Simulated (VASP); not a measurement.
# CuAu (P4/mmm) in VASP: single point with PBEsol

Aim: the single point of CuAu with PBEsol.

Program: VASP 6.6.1. These are calculated values, not measurements. Logs are shortened: lines on timing, memory, paths and dates and some standing lists are left out, and cuts for length are marked.

## Step 1: Starting point

Symmetry: P4/mmm, No. 123, tetragonal system. Conventional cell: a = 2.833 Å, b = 2.833 Å, c = 3.547 Å, α = 90.00°, β = 90.00°, γ = 90.00°. Around Cu (site symmetry 4/mmm) lie 8 Au at 2.68 Å and 4 Cu at 2.83 Å. Au (site symmetry 4/mmm) has 8 Cu at 2.68 Å and 4 Au at 2.83 Å as nearest neighbours.

The cell comes from a database or a generator and needn't be the stable form of this composition.

## Step 2: Single point, PBEsol, non-collinear spin, zero start, spin-orbit coupling

INCAR reads:

```
SYSTEM = CuAu
PREC     = Accurate       ! precision mode
ENCUT    = 520            ! plane-wave cutoff, eV
EDIFF    = 1E-6           ! SCF threshold, eV
ISMEAR   = 0              ! smearing method
SIGMA    = 0.1            ! smearing width, eV
LREAL    = .False.        ! projectors in reciprocal space
LASPH    = .True.         ! aspherical terms in the spheres
NELM     = 100            ! most SCF steps
ALGO     = Normal         ! electronic algorithm
ISIF     = 2              ! what is computed and relaxed
LWAVE    = .False.        ! write WAVECAR
LCHARG   = .True.         ! write CHGCAR
LNONCOLLINEAR= .True.         ! non-collinear magnetism
MAGMOM   = 0 0 0 0 0 0    ! initial moments
LORBIT   = 11             ! projections on sites
LSORBIT  = .True.         ! spin-orbit coupling
GGA_COMPAT= .False.      
LMAXMIX  = 4              ! l up to which the mixer works
GGA      = PS             ! functional
LVHAR    = .True.
```

KPOINTS reads:

```
Automatic mesh
0
Gamma
  14 14 12
  0 0 0
```

POSCAR reads:

```
CuAu
1.0
    2.8325200000      0.0000000000      0.0000000000
    0.0000000000      2.8325200000      0.0000000000
    0.0000000000      0.0000000000      3.5471100000
Cu Au
1 1
Direct
    0.5000000000      0.5000000000      0.5000000000
    0.0000000000      0.0000000000      1.0000000000
```

Potentials or basis: VASP PAW PBE potentials, release 64 (Cu, Au).

Launch:

```sh
> cat potpaw_PBE.64/Cu/POTCAR potpaw_PBE.64/Au/POTCAR > POTCAR
> mpirun -np 1 vasp_ncl > vasp.out
```

OUTCAR:

```text
SYSTEM = CuAu
   PREC = Accurate
   ENCUT = 520
   EDIFF = 1E-6
   ISMEAR = 0
   LREAL = .False.
   LASPH = .True.
   NELM = 100
   ISIF = 2
   LNONCOLLINEAR = .True.
   LORBIT = 11
   LSORBIT = .True.
   GGA = PS

 ion  position               nearest neighbor table
   1  0.500  0.500  0.500-   2 2.68   2 2.68   2 2.68   2 2.68   2 2.68   2 2.68   2 2.68   2 2.68

   2  0.000  0.000  0.000-   1 2.68   1 2.68   1 2.68   1 2.68   1 2.68   1 2.68   1 2.68   1 2.68

  LATTYP: Found a simple tetragonal cell.
 ALAT       =     2.8325200000
 C/A-ratio  =     1.2522806547

  Lattice vectors:

 A1 = (   2.8325200000,   0.0000000000,   0.0000000000)
 A2 = (   0.0000000000,   2.8325200000,   0.0000000000)
 A3 = (   0.0000000000,   0.0000000000,   3.5471100000)

Analysis of symmetry for initial positions (statically):
=====================================================================
 Subroutine PRICEL returns:
 Original cell was already a primitive cell.

 Routine SETGRP: Setting up the symmetry group for a
 simple tetragonal supercell.

 Subroutine GETGRP returns: Found 16 space group operations
 (whereof 16 operations were pure point group operations)
 out of a pool of 16 trial point group operations.

The static configuration has the point symmetry D_4h.

Analysis of symmetry for dynamics (positions and initial velocities):
=====================================================================
 Subroutine PRICEL returns:
 Original cell was already a primitive cell.

 Routine SETGRP: Setting up the symmetry group for a
 simple tetragonal supercell.

 Subroutine GETGRP returns: Found 16 space group operations
 (whereof 16 operations were pure point group operations)
 out of a pool of 16 trial point group operations.

The dynamic configuration has the point symmetry D_4h.

Analysis of structural, dynamic, and magnetic symmetry:
=====================================================================
 Subroutine PRICEL returns:
 Original cell was already a primitive cell.

 Routine SETGRP: Setting up the symmetry group for a
 simple tetragonal supercell.

 Subroutine GETGRP returns: Found 16 space group operations
 (whereof 16 operations were pure point group operations)
 out of a pool of 16 trial point group operations.

The overall configuration has the point symmetry D_4h.

 Subroutine INISYM returns: Found 16 space group operations
 (whereof 16 operations are pure point group operations),
 and found     1 'primitive' translations

----------------------------------------------------------------------------------------

                                     Primitive cell

  volume of cell :      28.4591

  direct lattice vectors                    reciprocal lattice vectors
     2.832520000  0.000000000  0.000000000     0.353042520  0.000000000  0.000000000
     0.000000000  2.832520000  0.000000000     0.000000000  0.353042520  0.000000000
     0.000000000  0.000000000  3.547110000     0.000000000  0.000000000  0.281919647

  length of vectors
     2.832520000  2.832520000  3.547110000     0.353042520  0.353042520  0.281919647

  position of ions in fractional coordinates (direct lattice)
     0.500000000  0.500000000  0.500000000
     0.000000000  0.000000000  0.000000000

  ion indices of the primitive-cell ions
   primitive index   ion index
                 1           1
                 2           2

----------------------------------------------------------------------------------------

 KPOINTS: Automatic mesh

Automatic generation of k-mesh.
 Grid dimensions read from file:
 generate k-points for:   14   14   12

 Generating k-lattice:

  Cartesian coordinates                     Fractional coordinates (reciprocal lattice)
     0.025217323  0.000000000  0.000000000     0.071428571  0.000000000  0.000000000
     0.000000000  0.025217323  0.000000000     0.000000000  0.071428571  0.000000000
     0.000000000  0.000000000  0.023493304     0.000000000  0.000000000  0.083333333

  Length of vectors
     0.025217323  0.025217323  0.023493304

  Shift w.r.t. Gamma in fractional coordinates (k-lattice)
     0.000000000  0.000000000  0.000000000

 Subroutine IBZKPT returns following result:
 ===========================================

[... 37 lines left out ...]
 SYSTEM =  CuAu
   PREC   = accura    normal or accurate (medium, high low for compatibility)
   ISTART =      0    job   : 0-new  1-cont  2-samecut
   ICHARG =      2    charge: 1-file 2-atom 10-const
   ISPIN  =      1    spin polarized calculation?
   LNONCOLLINEAR =      T non collinear calculations
   LSORBIT =      T    spin-orbit coupling
   LASPH  =      T    aspherical Exc in radial PAW
   ENCUT  =  520.0 eV  38.22 Ry    6.18 a.u.   5.27  5.27  6.60*2*pi/ulx,y,z
   NELM   =    100;   NELMIN=  2; NELMDL= -5     # of ELM steps
   EDIFF  = 0.1E-05   stopping-criterion for ELM
   LREAL  =      F    real-space projection
   EDIFFG = 0.1E-04   stopping-criterion for IOM
   NSW    =      0    number of steps for IOM
   IBRION =     -1    ionic relax: 0-MD 1-quasi-New 2-CG
   NFREE  =      0    steps in history (QN), initial steepest desc. (CG)
   ISIF   =      2    stress and relaxation
   ISYM   =      2    0-nonsym 1-usesym 2-fastsym
   POTIM  = 0.5000    time-step for ionic-motion
   TEBEG  =    0.0;   TEEND  =   0.0 temperature during run
   PSTRESS=    0.0 pullay stress
   NELECT =      22.0000    total number of electrons
   NUPDOWN=      -1.0000    fix difference up-down
   EMIN   =  10.00;   EMAX   =-10.00  energy-range for DOS
   EFERMI =   0.00;   METHOD = LEGACY
   ISMEAR =     0;   SIGMA  =   0.10  broadening in eV -4-tet -1-fermi 0-gaus
   EFERMI_NEDOS =   21; number of points for ismear=-14 and -15
   IALGO  =     38    algorithm
   IMIX   =      4    mixing-type and parameters
     AMIX     =   0.40;   BMIX     =  1.00
     AMIX_MAG =   1.60;   BMIX_MAG =  1.00
  volume/ion in A,a.u.               =      14.23        96.03
  Fermi-wavevector in a.u.,A,eV,Ry     =   1.502481  2.839276 30.714441  2.257448
  Thomas-Fermi vector in A             =   2.613716
   LORBIT       =     11    0 simple, 1 ext, 2 COOP (PROOUT), +10 PAW based schemes
   GGA     = PS    functional components
   LHFCALC =     F    Hartree Fock is set to
   AEXX    =    0.0000 exact exchange contribution
   IVDW    =     0    specifies the selected vdW correction
   LEPSILON=     F    determine dielectric tensor
   LRPA    =     F    only Hartree local field effects (RPA)
 Gauss-broadening in eV      SIGMA  =   0.10
  energy-cutoff  :      520.00
  volume of cell :       28.46
 maximum number of plane-waves:      1584
 NGX is ok and might be reduce to    24
   NGX = 11   NGY = 11   NGZ = 13

 number of electron      22.0000000 magnetization       0.0000000      0.0000000      0.0000000

 number of electron      21.9999989 magnetization       0.0000000     -0.0000000     -0.0000000

 number of electron      21.9999989 magnetization      -0.0000000     -0.0000000     -0.0000000

 number of electron      21.9999989 magnetization       0.0000000     -0.0000000      0.0000000

 Free energy of the ion-electron system (eV)
  ---------------------------------------------------
  ext. energy  EPLUGINS =         0.00000000
  ---------------------------------------------------
  free energy    TOTEN  =        -8.67298686 eV

  energy without entropy =       -8.67069505  energy(sigma->0) =       -8.67184096

 E-fermi :   8.8678     XC(G=0): -12.9737

 val. band max:        8.8659626937   @ k =   0.5000   0.1429   0.3333
 cond. band min:       8.9110105434   @ k =   0.3571   0.0714   0.4167
 fundamental gap:      0.0450478497
 Fermi energy:         8.8678478508

 k-point     1 :       0.0000    0.0000    0.0000
  band No.  band energies     occupation
      1      -1.1447      1.00000
      2      -1.1447      1.00000
      3       2.0154      1.00000
      4       2.0154      1.00000
      5       2.1477      1.00000
      6       2.1477      1.00000
[... 781 lines left out ...]
     29      19.2675      0.00000
     30      19.2675      0.00000

 [... further k-points ...]
[... 5 lines left out ...]
  --------------------------------------------------------------------------------------
  -------------------------------------------------------------------------------------
  Total       -0.1858268     -0.1858268     -0.1523841      0.0000000      0.0000000      0.0000000
  in kB      -10.4616022    -10.4616022     -8.5788600      0.0000000      0.0000000      0.0000000
  external PRESSURE =      -9.8340214 kB  Pullay stress =       0.0000000 kB

 VOLUME and BASIS-vectors are now :
 -----------------------------------------------------------------------------
  energy-cutoff  :      520.00
  volume of cell :       28.46
      direct lattice vectors                 reciprocal lattice vectors
     2.832520000  0.000000000  0.000000000     0.353042520  0.000000000  0.000000000
     0.000000000  2.832520000  0.000000000     0.000000000  0.353042520  0.000000000
     0.000000000  0.000000000  3.547110000     0.000000000  0.000000000  0.281919647

 POSITION                                       TOTAL-FORCE (eV/Angst)
 -----------------------------------------------------------------------------------
      1.41626      1.41626      1.77355         0.000000      0.000000      0.000000
      0.00000      0.00000      0.00000         0.000000      0.000000      0.000000
 -----------------------------------------------------------------------------------
    total drift:                                0.000000     -0.000000     -0.000000

  FREE ENERGIE OF THE ION-ELECTRON SYSTEM (eV)
  ---------------------------------------------------
  free  energy   TOTEN  =        -8.6729868637 eV

  energy  without entropy=       -8.6706950550  energy(sigma->0) =       -8.67184096

 Spin-Orbit-Coupling matrix elements

 Ion:    1  E_soc:     -0.0159591
 l=   1
     0.0000000    -0.0003823    -0.0003173
    -0.0003823     0.0000000    -0.0003823
    -0.0003173    -0.0003823     0.0000000
 l=   2
     0.0000000    -0.0005856     0.0000000    -0.0005856    -0.0014983
    -0.0005856     0.0000000    -0.0013174    -0.0006153    -0.0004890
     0.0000000    -0.0013174     0.0000000    -0.0013174     0.0000000
    -0.0005856    -0.0006153    -0.0013174     0.0000000    -0.0004890
    -0.0014983    -0.0004890     0.0000000    -0.0004890     0.0000000
 l=   3
     0.0000000     0.0000000     0.0000000     0.0000000     0.0000000     0.0000000     0.0000000
     0.0000000     0.0000000     0.0000000     0.0000000     0.0000000     0.0000000     0.0000000
     0.0000000     0.0000000     0.0000000     0.0000000     0.0000000     0.0000000     0.0000000
     0.0000000     0.0000000     0.0000000     0.0000000     0.0000000     0.0000000     0.0000000
     0.0000000     0.0000000     0.0000000     0.0000000     0.0000000     0.0000000     0.0000000
     0.0000000     0.0000000     0.0000000     0.0000000     0.0000000     0.0000000     0.0000000
     0.0000000     0.0000000     0.0000000     0.0000000     0.0000000     0.0000000     0.0000000

 Ion:    2  E_soc:     -0.6152160
 l=   1
     0.0000000    -0.0325825    -0.0341838
    -0.0325825     0.0000000    -0.0325825
    -0.0341838    -0.0325825     0.0000000
 l=   2
     0.0000000    -0.0127624     0.0000000    -0.0127624    -0.0572576
    -0.0127624     0.0000000    -0.0411829    -0.0134776    -0.0148167
     0.0000000    -0.0411829     0.0000000    -0.0411829     0.0000000
    -0.0127624    -0.0134776    -0.0411829     0.0000000    -0.0148167
    -0.0572576    -0.0148167     0.0000000    -0.0148167     0.0000000
 l=   3
     0.0000000     0.0000000     0.0000000     0.0000000     0.0000000     0.0000000     0.0000000
     0.0000000     0.0000000     0.0000000     0.0000000     0.0000000     0.0000000     0.0000000
     0.0000000     0.0000000     0.0000000     0.0000000     0.0000000     0.0000000     0.0000000
     0.0000000     0.0000000     0.0000000     0.0000000     0.0000000     0.0000000     0.0000000
     0.0000000     0.0000000     0.0000000     0.0000000     0.0000000     0.0000000     0.0000000
     0.0000000     0.0000000     0.0000000     0.0000000     0.0000000     0.0000000     0.0000000
     0.0000000     0.0000000     0.0000000     0.0000000     0.0000000     0.0000000     0.0000000

 total charge

# of ion       s       p       d       tot
------------------------------------------
    1        0.389   0.343   9.213   9.945
    2        0.614   0.449   8.677   9.740
--------------------------------------------------
tot          1.002   0.792  17.890  19.684

 magnetization (x)

# of ion       s       p       d       tot
------------------------------------------
    1        0.000   0.000   0.000   0.000
    2        0.000   0.000   0.000   0.000
--------------------------------------------------
tot          0.000   0.000   0.000   0.000

 magnetization (y)

# of ion       s       p       d       tot
------------------------------------------
    1       -0.000   0.000   0.000  -0.000
    2        0.000  -0.000   0.000  -0.000
--------------------------------------------------
tot         -0.000  -0.000   0.000  -0.000

 magnetization (z)

# of ion       s       p       d       tot
------------------------------------------
    1       -0.000  -0.000  -0.000  -0.000
    2        0.000   0.000  -0.000   0.000
--------------------------------------------------
tot          0.000   0.000  -0.000   0.000
```

Wall time 3.1 min (1 thread of Intel Xeon 6975P-C (Granite Rapids), shared host); peak memory 0.45 GiB.

Results:

```
Free energy                                           : -8.6730 eV
Pressure                                              : -1.0 GPa
Net moment                                            : 0.00 μB per cell
Valence electrons inside the program's atomic spheres : Cu 9.95; Au 9.74
```

Stress tensor (GPa, compression positive):
```
-1.05  0.00  0.00
 0.00 -1.05  0.00
 0.00  0.00 -0.86
```

Moments on the atoms (μB; x, y, z):
```
Cu  0.00 0.00 0.00
Au  0.00 0.00 0.00
```

Caveat: the PAW data sets were made with another functional, which shifts forces and pressure a little.
